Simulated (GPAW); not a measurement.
Runs of GPAW 26.7.0 on Al. Symmetry: P6_3/mmc, No. 194, hexagonal system. The conventional cell has a = 2.827 Å, b = 2.827 Å, c = 9.186 Å, α = 90.00°, β = 90.00°, γ = 120.00°. Al (site symmetry -6m2) is surrounded by 12 Al at 2.82 to 2.83 Å. Al (site symmetry -3m) is surrounded by 12 Al at 2.82 to 2.83 Å. This isn't the form of Al at room conditions, which is fcc.

```tsv
task	level	potentials or basis	cell	k mesh	band path	band points	gap on the mesh (eV)	pressure (GPa)	V0 of scaled cells (Å³/atom)	B0 (GPa)
band structure	LDA	the program's PAW data sets (release 1.2.1) made for this functional, pw	as given	9 × 9 × 3	GMKGALHA,LM,KH	100	-	-0.2	-	-
equation of state	PBEsol	PAW data sets generated in the run's folder for this functional, pw	as given	11 × 11 × 3	-	-	-	-	(b)	80
single point	PBEsol	PAW data sets generated in the run's folder for this functional, pw	as given	11 × 11 × 3	-	-	none	(a)	-	-
band structure	PBEsol	PAW data sets generated in the run's folder for this functional, pw	as given	9 × 9 × 3	GMKGALHA,LM,KH	100	-	1.8	-	-
single point	PBEsol	PAW data sets generated in the run's folder for this functional, pw	atoms moved at random, drawn with an rms of 0.05 Å	11 × 11 × 3	-	-	none	2.3	-	-
equation of state	LDA	the program's PAW data sets (release 1.2.1) made for this functional, pw	as given	9 × 9 × 3	-	-	-	-	15.86	82
```

Alike in all rows: no spin polarisation; cutoff (eV) 600; smearing fermi-dirac 0.05 eV.

Problem. Fill in the values left out.

Solution. (a) 2.1; (b) 16.30.

Caveats: the cell was scaled at fixed shape and fractional positions, which overstates the stiffness of a crystal with free parameters, most of all of layers and chains (some runs).

A gap of «none» marks a metal or a gap under the smearing width.
